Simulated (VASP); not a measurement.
Write the native input for VASP 6.6.1 that does the following.

* Task: band structure
* Functional: r2SCAN
* Potentials or basis: VASP PAW PBE potentials, release 64 (Zr_sv, S)
* Cutoff: 520 eV
* k mesh: 8 × 8 × 6
* Occupations: gaussian, width 0.02 eV
* Spin: no spin polarisation
* Ladder: gaps
* Further INCAR settings: ALGO = Normal; EDIFF = 1e-06

The structure of ZrS2 lies in POSCAR:

```
ZrS2
1.0
    3.6913825498      0.0000000000      0.0000000000
   -1.8456912749      3.1968310632      0.0000000000
    0.0000000000      0.0000000000      6.0410770100
Zr S
1 2
Direct
    0.0000000000      0.0000000000      0.0000000000
    0.3333333333      0.6666666667      0.2379099700
    0.6666666667      0.3333333333      0.7620900300
```

The cell is a database's computed one.

The input as run:

INCAR

```
PREC = Accurate
ENCUT = 520
EDIFF = 1E-6
ISMEAR = 0
SIGMA = 0.02
LREAL = False
LASPH = True
NELM = 100
ALGO = Normal
ISIF = 2
LWAVE = False
LCHARG = False
LMAXMIX = 4
METAGGA = R2SCAN
LMIXTAU = True
```

KPOINTS

```
Automatic mesh
0
Gamma
  8 8 6
```

KPOINTS_OPT

```
path GMKGALHA,LM,KH
20
line-mode
reciprocal
 0.0000000000  0.0000000000  0.0000000000  G
 0.5000000000  0.0000000000  0.0000000000  M

 0.5000000000  0.0000000000  0.0000000000  M
 0.3333333333  0.3333333333  0.0000000000  K

 0.3333333333  0.3333333333  0.0000000000  K
 0.0000000000  0.0000000000  0.0000000000  G

 0.0000000000  0.0000000000  0.0000000000  G
 0.0000000000  0.0000000000  0.5000000000  A

 0.0000000000  0.0000000000  0.5000000000  A
 0.5000000000  0.0000000000  0.5000000000  L

 0.5000000000  0.0000000000  0.5000000000  L
 0.3333333333  0.3333333333  0.5000000000  H

 0.3333333333  0.3333333333  0.5000000000  H
 0.0000000000  0.0000000000  0.5000000000  A

 0.5000000000  0.0000000000  0.5000000000  L
 0.5000000000  0.0000000000  0.0000000000  M

 0.3333333333  0.3333333333  0.0000000000  K
 0.3333333333  0.3333333333  0.5000000000  H
```

Potentials or basis: VASP PAW PBE potentials, release 64 (Zr_sv, S).

Launch:

```sh
$ cat potpaw_PBE.64/Zr_sv/POTCAR potpaw_PBE.64/S/POTCAR > POTCAR
$ mpirun -np 1 vasp_std > vasp.out
```

Results of the run:

- Pressure: 0.0 GPa
- Largest force: 0.018 eV/Å
- Band gap on the k mesh: 1.34 eV, indirect (least direct gap 1.96 eV)
- Band gap along the path: 1.34 eV, indirect (least direct gap 1.96 eV)

Caveat: the PAW data sets were made with another functional, which shifts forces and pressure a little.

It took 4.8 min on 1 thread of Intel(R) Xeon(R) 6975P-C (Granite Rapids), on a shared host, peak memory 0.25 GiB.
